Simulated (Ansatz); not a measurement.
Sb:

```xyz
2
Lattice="2.1542 1.2437 3.7580 -2.1542 1.2437 3.7580 0.0000 -2.4875 3.7580" Properties=species:S:1:pos:R:3 pbc="T T T"
Sb    0.0000    0.0000    8.6416
Sb    0.0000    0.0000    2.6324
```

| Quantity | Value |
| --- | --- |
| Program | Ansatz 0.2.0 |
| Task | relaxation of cell and atoms |
| Functional | BLYP |
| Dispersion | D4 |
| Potentials or basis | Ansatz PAW |
| Cutoff | 420 eV (not typed: the program's choice for these potentials) |
| k mesh | 8 × 8 × 8 |
| Occupations | fermi-dirac, width 0.05 eV |
| Spin | no spin polarisation |

At the start: volume 30.21 Å³/atom.

Q: Where does the relaxation end?

A: It ends after 6 steps and the volume is 31.06 Å³/atom (+2.8 %); space group R-3m (No. 166, to 0.05 Å).

Step by step:
| step | energy change (eV) | largest force (eV/Å) | volume (Å³) |
| --- | --- | --- | --- |
| 1 | 0.0000 | 0.1304 | 60.41 |
| 2 | -0.0023 | 0.1726 | 63.26 |
| 3 | -0.0085 | 0.0113 | 62.13 |
| 4 | -0.0085 | 0.0069 | 62.08 |
| 5 | -0.0085 | 0.0015 | 62.12 |
| 6 | -0.0089 | 0.0015 | 62.12 |

Final structure:
```xyz
2
Lattice="2.1772 1.2570 3.7829 -2.1772 1.2570 3.7829 0.0000 -2.5141 3.7829" Properties=species:S:1:pos:R:3 pbc="T T T"
Sb    0.0000    0.0000    8.6988
Sb    0.0000    0.0000    2.6500
```

Caveat: the plane-wave basis is chosen anew once the cell has moved, so the energies of steps on either side of that aren't comparable; pairwise dispersion overbinds metals, which lowers pressure and volume; the PAW data sets come from PBE, with cores solved anew for the run's functional, which leaves a small shift of forces and pressure.
